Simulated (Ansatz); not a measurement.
# AlN (P6_3mc): the host for defect calculations, part 3 of 3

Aim: the runs on the perfect crystal AlN (P6_3mc) that a defect calculation needs first.

Ansatz 0.2.0; plane-wave PAW DFT, PBEsol; relaxation of the host's cell and atoms; PAW set soft_1 (the session's first sound run).

So far. Step 3 (Dielectric tensors of the host): The principal values of the electronic dielectric tensor are 4.50, 4.50 and 4.73. The principal values of the static dielectric tensor are 8.20, 8.20 and 9.74.

## 7. Defect free supercell at the zone centre

Level of this step: plane-wave PAW DFT, PBEsol; single point of the defect-free host, a test of the k-point sampling; PAW set soft_1 (Ansatz).

The supercell is run at the zone centre, to see how far that sampling misses the dense mesh.

System of this step: AlN (P6_3mc). The cell holds 128 atoms: 64 Al and 64 N. Cell: a = 14.686 Å, b = 14.686 Å, c = 11.753 Å, α = 125.1°, β = 125.1°, γ = 94.5°.

Input file pristine.sampling_gamma/input.yaml:

```yaml
crystal:
  lattice:
    - [-9.3408221251, 5.3929260535, 9.9673535922]
    - [9.3408221251, -5.3929260535, 9.9673535922]
    - [3.1136073087, 5.3929261684, -9.9673535922]
  atoms:
    - { symbol: Al, position: [0.2080918742, 0.0414252076, 0.0] }
    - { symbol: Al, position: [0.2080918742, 0.2914252076, 0.25] }
    - { symbol: Al, position: [0.4580918742, 0.0414252076, 0.25] }
    - { symbol: Al, position: [0.4580918742, 0.2914252076, 0.0] }
    - { symbol: Al, position: [0.1664252076, 0.0830918742, 0.25] }
    - { symbol: Al, position: [0.1664252076, 0.3330918742, 0.0] }
    - { symbol: Al, position: [0.4164252076, 0.0830918742, 0.0] }
    - { symbol: Al, position: [0.4164252076, 0.3330918742, 0.25] }
    - { symbol: "N", position: [0.0535747924, 0.1369081258, 0.25] }
    - { symbol: "N", position: [0.0535747924, 0.3869081258, 0.0] }
    - { symbol: "N", position: [0.3035747924, 0.1369081258, 0.0] }
    - { symbol: "N", position: [0.3035747924, 0.3869081258, 0.25] }
    - { symbol: "N", position: [0.0119081258, 0.1785747924, 0.0] }
    - { symbol: "N", position: [0.0119081258, 0.4285747924, 0.25] }
    - { symbol: "N", position: [0.2619081258, 0.1785747924, 0.25] }
    - { symbol: "N", position: [0.2619081258, 0.4285747924, 0.0] }
    - { symbol: Al, position: [0.2080918742, 0.0414252076, 0.5] }
    - { symbol: Al, position: [0.2080918742, 0.2914252076, 0.75] }
    - { symbol: Al, position: [0.4580918742, 0.0414252076, 0.75] }
    - { symbol: Al, position: [0.4580918742, 0.2914252076, 0.5] }
    - { symbol: Al, position: [0.1664252076, 0.0830918742, 0.75] }
    - { symbol: Al, position: [0.1664252076, 0.3330918742, 0.5] }
    - { symbol: Al, position: [0.4164252076, 0.0830918742, 0.5] }
    - { symbol: Al, position: [0.4164252076, 0.3330918742, 0.75] }
    - { symbol: "N", position: [0.0535747924, 0.1369081258, 0.75] }
    - { symbol: "N", position: [0.0535747924, 0.3869081258, 0.5] }
    - { symbol: "N", position: [0.3035747924, 0.1369081258, 0.5] }
    - { symbol: "N", position: [0.3035747924, 0.3869081258, 0.75] }
    - { symbol: "N", position: [0.0119081258, 0.1785747924, 0.5] }
    - { symbol: "N", position: [0.0119081258, 0.4285747924, 0.75] }
    - { symbol: "N", position: [0.2619081258, 0.1785747924, 0.75] }
    - { symbol: "N", position: [0.2619081258, 0.4285747924, 0.5] }
    - { symbol: Al, position: [0.2080918742, 0.5414252076, 0.0] }
    - { symbol: Al, position: [0.2080918742, 0.7914252076, 0.25] }
    - { symbol: Al, position: [0.4580918742, 0.5414252076, 0.25] }
    - { symbol: Al, position: [0.4580918742, 0.7914252076, 0.0] }
    - { symbol: Al, position: [0.1664252076, 0.5830918742, 0.25] }
    - { symbol: Al, position: [0.1664252076, 0.8330918742, 0.0] }
    - { symbol: Al, position: [0.4164252076, 0.5830918742, 0.0] }
    - { symbol: Al, position: [0.4164252076, 0.8330918742, 0.25] }
    - { symbol: "N", position: [0.0535747924, 0.6369081258, 0.25] }
    - { symbol: "N", position: [0.0535747924, 0.8869081258, 0.0] }
    - { symbol: "N", position: [0.3035747924, 0.6369081258, 0.0] }
    - { symbol: "N", position: [0.3035747924, 0.8869081258, 0.25] }
    - { symbol: "N", position: [0.0119081258, 0.6785747924, 0.0] }
    - { symbol: "N", position: [0.0119081258, 0.9285747924, 0.25] }
    - { symbol: "N", position: [0.2619081258, 0.6785747924, 0.25] }
    - { symbol: "N", position: [0.2619081258, 0.9285747924, 0.0] }
    - { symbol: Al, position: [0.2080918742, 0.5414252076, 0.5] }
    - { symbol: Al, position: [0.2080918742, 0.7914252076, 0.75] }
    - { symbol: Al, position: [0.4580918742, 0.5414252076, 0.75] }
    - { symbol: Al, position: [0.4580918742, 0.7914252076, 0.5] }
    - { symbol: Al, position: [0.1664252076, 0.5830918742, 0.75] }
    - { symbol: Al, position: [0.1664252076, 0.8330918742, 0.5] }
    - { symbol: Al, position: [0.4164252076, 0.5830918742, 0.5] }
    - { symbol: Al, position: [0.4164252076, 0.8330918742, 0.75] }
    - { symbol: "N", position: [0.0535747924, 0.6369081258, 0.75] }
    - { symbol: "N", position: [0.0535747924, 0.8869081258, 0.5] }
    - { symbol: "N", position: [0.3035747924, 0.6369081258, 0.5] }
    - { symbol: "N", position: [0.3035747924, 0.8869081258, 0.75] }
    - { symbol: "N", position: [0.0119081258, 0.6785747924, 0.5] }
    - { symbol: "N", position: [0.0119081258, 0.9285747924, 0.75] }
    - { symbol: "N", position: [0.2619081258, 0.6785747924, 0.75] }
    - { symbol: "N", position: [0.2619081258, 0.9285747924, 0.5] }
    - { symbol: Al, position: [0.7080918742, 0.0414252076, 0.0] }
    - { symbol: Al, position: [0.7080918742, 0.2914252076, 0.25] }
    - { symbol: Al, position: [0.9580918742, 0.0414252076, 0.25] }
    - { symbol: Al, position: [0.9580918742, 0.2914252076, 0.0] }
    - { symbol: Al, position: [0.6664252076, 0.0830918742, 0.25] }
    - { symbol: Al, position: [0.6664252076, 0.3330918742, 0.0] }
    - { symbol: Al, position: [0.9164252076, 0.0830918742, 0.0] }
    - { symbol: Al, position: [0.9164252076, 0.3330918742, 0.25] }
    - { symbol: "N", position: [0.5535747924, 0.1369081258, 0.25] }
    - { symbol: "N", position: [0.5535747924, 0.3869081258, 0.0] }
    - { symbol: "N", position: [0.8035747924, 0.1369081258, 0.0] }
    - { symbol: "N", position: [0.8035747924, 0.3869081258, 0.25] }
    - { symbol: "N", position: [0.5119081258, 0.1785747924, 0.0] }
    - { symbol: "N", position: [0.5119081258, 0.4285747924, 0.25] }
    - { symbol: "N", position: [0.7619081258, 0.1785747924, 0.25] }
    - { symbol: "N", position: [0.7619081258, 0.4285747924, 0.0] }
    - { symbol: Al, position: [0.7080918742, 0.0414252076, 0.5] }
    - { symbol: Al, position: [0.7080918742, 0.2914252076, 0.75] }
    - { symbol: Al, position: [0.9580918742, 0.0414252076, 0.75] }
    - { symbol: Al, position: [0.9580918742, 0.2914252076, 0.5] }
    - { symbol: Al, position: [0.6664252076, 0.0830918742, 0.75] }
    - { symbol: Al, position: [0.6664252076, 0.3330918742, 0.5] }
    - { symbol: Al, position: [0.9164252076, 0.0830918742, 0.5] }
    - { symbol: Al, position: [0.9164252076, 0.3330918742, 0.75] }
    - { symbol: "N", position: [0.5535747924, 0.1369081258, 0.75] }
    - { symbol: "N", position: [0.5535747924, 0.3869081258, 0.5] }
    - { symbol: "N", position: [0.8035747924, 0.1369081258, 0.5] }
    - { symbol: "N", position: [0.8035747924, 0.3869081258, 0.75] }
    - { symbol: "N", position: [0.5119081258, 0.1785747924, 0.5] }
    - { symbol: "N", position: [0.5119081258, 0.4285747924, 0.75] }
    - { symbol: "N", position: [0.7619081258, 0.1785747924, 0.75] }
    - { symbol: "N", position: [0.7619081258, 0.4285747924, 0.5] }
    - { symbol: Al, position: [0.7080918742, 0.5414252076, 0.0] }
    - { symbol: Al, position: [0.7080918742, 0.7914252076, 0.25] }
    - { symbol: Al, position: [0.9580918742, 0.5414252076, 0.25] }
    - { symbol: Al, position: [0.9580918742, 0.7914252076, 0.0] }
    - { symbol: Al, position: [0.6664252076, 0.5830918742, 0.25] }
    - { symbol: Al, position: [0.6664252076, 0.8330918742, 0.0] }
    - { symbol: Al, position: [0.9164252076, 0.5830918742, 0.0] }
    - { symbol: Al, position: [0.9164252076, 0.8330918742, 0.25] }
    - { symbol: "N", position: [0.5535747924, 0.6369081258, 0.25] }
    - { symbol: "N", position: [0.5535747924, 0.8869081258, 0.0] }
    - { symbol: "N", position: [0.8035747924, 0.6369081258, 0.0] }
    - { symbol: "N", position: [0.8035747924, 0.8869081258, 0.25] }
    - { symbol: "N", position: [0.5119081258, 0.6785747924, 0.0] }
    - { symbol: "N", position: [0.5119081258, 0.9285747924, 0.25] }
    - { symbol: "N", position: [0.7619081258, 0.6785747924, 0.25] }
    - { symbol: "N", position: [0.7619081258, 0.9285747924, 0.0] }
    - { symbol: Al, position: [0.7080918742, 0.5414252076, 0.5] }
    - { symbol: Al, position: [0.7080918742, 0.7914252076, 0.75] }
    - { symbol: Al, position: [0.9580918742, 0.5414252076, 0.75] }
    - { symbol: Al, position: [0.9580918742, 0.7914252076, 0.5] }
    - { symbol: Al, position: [0.6664252076, 0.5830918742, 0.75] }
    - { symbol: Al, position: [0.6664252076, 0.8330918742, 0.5] }
    - { symbol: Al, position: [0.9164252076, 0.5830918742, 0.5] }
    - { symbol: Al, position: [0.9164252076, 0.8330918742, 0.75] }
    - { symbol: "N", position: [0.5535747924, 0.6369081258, 0.75] }
    - { symbol: "N", position: [0.5535747924, 0.8869081258, 0.5] }
    - { symbol: "N", position: [0.8035747924, 0.6369081258, 0.5] }
    - { symbol: "N", position: [0.8035747924, 0.8869081258, 0.75] }
    - { symbol: "N", position: [0.5119081258, 0.6785747924, 0.5] }
    - { symbol: "N", position: [0.5119081258, 0.9285747924, 0.75] }
    - { symbol: "N", position: [0.7619081258, 0.6785747924, 0.75] }
    - { symbol: "N", position: [0.7619081258, 0.9285747924, 0.5] }
basis:
  ecutwfc: 420
  xc_grid: 2
hamiltonian:
  xc: pbesol
  pseudopotentials: { kind: paw, azcp: { folder: soft_1 }, xc_functional: pbe }
kpoints:
  mp_grid: { grid: [1, 1, 1] }
scf:
  occupations: { method: fermi_dirac, width: 0.01 }
  max_iter: 100
  lower_state_search: "off"
checkpoint:
  write: "../pristine.sampling_gamma.run"
  compress: false
  write_wavefunctions: false
  write_every: 100000
```

On the command line:

```sh
$ ansatz run input.yaml --threads 32 --pin off --max-ram 84787MiB --backend cuda --events-out ev --progress --plain --runs-dir out --max-vram 78GiB
```

Numbers of over 12 decimals in the logs are rounded to 6 here.

The program printed:

```text
[...]
GPU FFT provider: cuFFT
GPU libraries: cuBLAS 13.8.1, cuFFT 12.4.0, cuSOLVER 12.3.2
[...]
Crystal: 128 atoms, lattice volume = 1338.931 Å³
Basis set: ecut = 420 eV, 26161 PW (Γ), exchange–correlation on 200×200×160 points (8 copies of the dense FFT grid, shifted against one another)
Bands: 384, of which v1, the nominal top of the filled ones, is band 256 counted from 1 (255 counted from 0)
Symmetry: 128 space group operations
[...]
k-points: 1
[...]
GPU buffer pool allocated for 800000 grid points (all kernels)
[...]
SCF iter   1: F=—  HF=-58067.939396 eV  |Δ(HF+E_count)|=         —  Δρ=1.31e-1  dr2=2.81e2  Hψ=1704
[...]
SCF iter   5: F=—  HF=-57980.540955 eV  |Δ(HF+E_count)|=   1.43e-2  Δρ=2.73e-4  dr2=9.45e-4  Hψ=462
automatic band count: iteration 5 solves 297 bands in place of 384: the levels show a gap, and the empty bands left out lie too high to hold charge; the band table lists the bands solved (type scf.n_extra_bands for more)
SCF iter   6: F=—  HF=-57980.541578 eV  |Δ(HF+E_count)|=   6.22e-4  Δρ=3.49e-5  dr2=1.52e-5  Hψ=486
[...]
SCF iter   8: F=-57980.541176 eV  HF=-57980.541176 eV  |Δ(HF+E_count)|=   1.98e-8  Δρ=4.14e-7  dr2=1.81e-9  Hψ=557
SCF 1 converged in 8 iterations: F = -57980.541176 eV  dr2 = 1.81e-9
[...]
SCF converged after 8 iterations
Free energy (F): -57980.541176 eV
[...]
Internal energy: -57980.541176 eV  (E = F + TS)
E sigma→0 (E₀):  -57980.541176 eV
Fermi energy:    9.092447 eV
[...]
```

Run time: 1.4 s. Hardware: 1 × NVIDIA GB200 with 32 threads of Arm Neoverse V2, shared host; peak memory 1 GiB.

## 8. Summary of results

- primitive cell vectors, lengths: 3.114, 3.114, 4.984 Å
- electronic dielectric constant: principal values (4.50, 4.50, 4.73)
- static dielectric constant: principal values (8.20, 8.20, 9.74)
- gap on the k-mesh of the response run (PBEsol): 4.10 eV
- supercell relaxed in its symmetry less the displaced and relaxed one: 0.000 eV
- energy an atom at the zone centre alone less that on the dense mesh: 0.008 eV

**Reading.** Step 5: The energy fell by 5.091 eV from the randomly displaced start; the atoms end within 0.005 Å of the sites as typed, once the mean shift is taken out. The displaced cell ends within 0.01 eV of the symmetric one relaxed in its symmetry, so no lower structure shows in this supercell. The k-mesh can miss the band edges, so this gap is an upper bound at this level. All at zero temperature.

[Logs are printed without paths, hosts, clocks, repeated set-up lines and the standing remarks that a program may print on its own settings, such as how far it seeks lower states.]

[Hosts, paths, dates, database ids (printed as entryN), source tags and the programs' standing remarks are cut or masked in the printed files.]

[Runs of the host that timed out are not shown.]

[For some hosts the program warned that the k-mesh of the response run may be too coarse for force constants and the static dielectric constant; such warnings are not always shown.]
